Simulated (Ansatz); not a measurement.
# Sb: response to strain

Sb is deformed so: equal xy, yz and zx engineering shear strains of -1 %. What stress and forces result, by LAPW, PAW and all-electron datasets made for the crystal?

Method: DFT PBE, scalar-relativistic, in Ansatz 0.2.0.

## 1. The structure to begin with

Symmetry: Pm-3m, No. 221, cubic system. Conventional cell: a = 3.160 Å, b = 3.160 Å, c = 3.160 Å, α = 90.00°, β = 90.00°, γ = 90.00°. Around Sb (site symmetry m-3m) lie 6 Sb at 3.16 Å.

As a file:

```xyz
1
Lattice="3.1600 0.0000 0.0000 0.0000 3.1600 0.0000 0.0000 0.0000 3.1600" Properties=species:S:1:pos:R:3 pbc="T T T"
Sb    0.0000    0.0000    0.0000
```

## 2. The deformed structure

Space group Pm-3m before, R-3m after.

## 3. LAPW, all electrons

Input file input.yaml:

```yaml
crystal:
  lattice:
    - [3.16, -0.0158, -0.0158]
    - [-0.0158, 3.16, -0.0158]
    - [-0.0158, -0.0158, 3.16]
  atoms:
    - { symbol: Sb, position: [0.0, 0.0, 0.0] }
kpoints:
  mp_grid: { grid: [13, 13, 13] }
  band_path:
    path:
      - [0.0, 0.0, 0.0]
      - [0.5, 0.0, 0.0]
      - [0.5, -0.5, 0.5]
      - [0.4901240068, -0.5098759932, 0.4901240068]
      - [0.4901240068, 0.4901240068, 0.4901240068]
      - [0.0, 0.0, 0.0]
      - [0.5, -0.5, 0.0]
    npoints: 5
scf:
  occupations: { method: fermi_dirac, width: 0.05 }
hamiltonian:
  xc: pbe
  pseudopotentials: { kind: all_electron, lapw: { basis_error: 0.001 } }
output:
  forces: true
  stress: true
  eigenvalues: true
```

Run with:

```bash
> ansatz run input.yaml --threads 1 --pin off --max-ram 3072MiB --backend cpu --events-out ev --progress --plain --runs-dir out
```

## 4. PAW on the default files

Input file input.yaml:

```yaml
crystal:
  lattice:
    - [3.16, -0.0158, -0.0158]
    - [-0.0158, 3.16, -0.0158]
    - [-0.0158, -0.0158, 3.16]
  atoms:
    - { symbol: Sb, position: [0.0, 0.0, 0.0] }
kpoints:
  mp_grid: { grid: [13, 13, 13] }
scf:
  occupations: { method: fermi_dirac, width: 0.05 }
hamiltonian:
  xc: pbe
  pseudopotentials: { kind: paw }
output:
  forces: true
  stress: true
  eigenvalues: true
  efg: { contact_densities: true }
```

## 5. Datasets made for this crystal

input.yaml: that of step 4 with these lines changed.

```diff
@@ -13,3 +13,3 @@
   xc: pbe
-  pseudopotentials: { kind: paw }
+  pseudopotentials: { kind: all_electron, datasets: crystal }
 output:
```

(Steps that only read results are left out.)

**Question.** What will these runs give? Wanted: pressure; largest shear or deviatoric stress.

As calculated:

| quantity | value |
| --- | --- |
| pressure | LAPW -2.50, PAW -2.51, crystal datasets -2.50 GPa |
| largest shear or deviatoric stress (LAPW) | 0.13 GPa |

The largest part of the stress beyond the pressure is 0.13 GPa in size. No run of the undeformed cell stands beside it, so the pressure holds what the given cell had before the change. PAW: stress within 0.01 GPa of LAPW. Crystal datasets: stress within 0.01 GPa of LAPW. Spin-orbit coupling is left out, though the cell holds Sb; in elements this heavy it can shift bands and gaps by tenths of an eV.
